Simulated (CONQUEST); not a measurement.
The system is Sc.

```
Sc
1.0
     3.43521    0.00000    0.00000
     0.00000    3.83441    0.00000
     0.00000    0.00000    3.83441
Sc
2
Direct
  0.00000 0.00000 0.00000
  0.50000 0.50000 0.50000
```

This isn't the form of Sc at room conditions, which is hcp.

- Program: CONQUEST 1.3
- Task: single point
- Functional: PBE
- Potentials or basis: PseudoDojo NC PBE, DZP, grid cutoff 150 Ha
- k mesh: 8 × 7 × 7
- Occupations: fermi-dirac, width 0.05 eV
- Spin: no spin polarisation

On this cell: pressure 0.0 GPa; largest force under 0.003 eV/Å; band gap on the k mesh none (metal or under the smearing width).

The same run follows on a disturbed copy (atoms of the box moved at random, drawn with an rms of 0.05 Å):

```
Sc
1.0
     3.43521    0.00000    0.00000
     0.00000    3.83441    0.00000
     0.00000    0.00000    3.83441
Sc
2
Direct
  0.00299 0.01471 0.99728
  0.50772 0.49739 0.50255
```

What does the disturbed cell give?

The energy (extrapolated to zero smearing) moves by +5.6 meV/atom; pressure -0.2 GPa; largest force 0.295 eV/Å; band gap on the k mesh none (metal or under the smearing width).

Forces in eV/Å, atoms in the order of the input:
```
Sc   0.048 -0.215  0.103
Sc  -0.093  0.261 -0.100
```

Stress tensor (GPa, compression positive):
```
 0.30 -0.05  0.01
-0.05 -0.76 -0.05
 0.01 -0.05 -0.16
```

The forces don't sum to zero, so they hold noise of the program's grid.

Caveats: the basis of atomic orbitals isn't converged, which shifts pressures, moduli and gaps; the box holds several primitive cells, so bands are folded and the points are those of the box's own zone (some runs).
